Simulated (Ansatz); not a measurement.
Write the native input for Ansatz 0.2.0 that does the following.

| Property | Result |
| --- | --- |
| Task | band structure |
| Functional | PBEsol |
| Potentials or basis | Ansatz PAW |
| Cutoff | 420 eV (not typed: the program's choice for these potentials) |
| k mesh | 10 × 10 × 5 |
| Occupations | fermi-dirac, width 0.05 eV |
| Spin | no spin polarisation |
| Path | [["G", "Y", "F", "L", "I"], ["I1", "Z", "F1"], ["Y", "X1"], ["X", "G", "N"], ["M", "G"]] |
| Points for each segment of the path | 14 |

Crystal: CuO.

```xyz
4
Lattice="2.3446 -1.7134 0.0000 2.3446 1.7134 0.0000 -0.8605 0.0000 5.0594" Properties=species:S:1:pos:R:3 pbc="T T T"
Cu    1.1723    0.8457    0.0000
Cu    0.7420   -0.8457    2.5297
O     2.0724   -0.2841    1.2836
O     1.6421    0.2841    3.8133
```

These files were run (other wordings do the same):

input.yaml

```yaml
crystal:
  lattice:
    - [2.34464976, -1.71339982, 0.0]
    - [2.34464976, 1.71339982, 0.0]
    - [-0.86054991, 0.0, 5.05943948]
  atoms:
    - { symbol: Cu, position: [0.0032, 0.4968, 0.0] }
    - { symbol: Cu, position: [0.4968, 0.0032, 0.5] }
    - { symbol: O, position: [0.5714, 0.4056, 0.2537] }
    - { symbol: O, position: [0.4056, 0.5714, 0.7537] }
hamiltonian:
  xc: pbesol
  pseudopotentials: { kind: paw }
kpoints:
  mp_grid: { grid: [10, 10, 5] }
  band_path:
    path:
      - [[0.0, 0.0, 0.0], [-0.5, -0.5, 0.0], [-0.5249461988, -0.5249461988, 0.3256423996], [-0.5, -0.5, 0.5], [-0.6336779992, -0.3663220008, 0.5]]
      - [[-0.3663220008, 0.3663220008, 0.5], [0.0, 0.0, 0.5], [-0.4750538012, -0.4750538012, 0.6743576004]]
      - [[-0.5, -0.5, 0.0], [-0.612631459, -0.387368541, 0.0]]
      - [[-0.387368541, 0.387368541, 0.0], [0.0, 0.0, 0.0], [-0.5, 0.0, 0.0]]
      - [[-0.5, 0.0, 0.5], [0.0, 0.0, 0.0]]
    npoints: 14
scf:
  occupations: { method: fermi_dirac, width: 0.05 }
  n_extra_bands: 10
output:
  forces: true
  stress: true
  eigenvalues: true
  fatbands: false
```

Potentials or basis: Ansatz PAW.

The run is started by

```console
$ ansatz run input.yaml --threads 2 --pin off --max-ram 5632MiB --backend cpu --events-out ev --progress --plain --runs-dir out
```

Results of the run:

- Pressure: -2.7 GPa
- Largest force: 0.757 eV/Å
- Band gap on the k mesh: none (metal or under the smearing width)

Caveat: the pressure holds a Pulay correction of +0.8 GPa for the finite cutoff; the run has no spin polarisation, though such a crystal can be magnetic; semilocal functionals often make such compounds metallic where correlation or magnetic order opens a gap, which also shifts bond lengths; the PAW data sets come from PBE, with cores solved anew for the run's functional, which leaves a small shift of forces and pressure.

It took 16 s on 2 threads of Arm Neoverse V1, with other jobs on the host, peak memory 0.4 GiB.
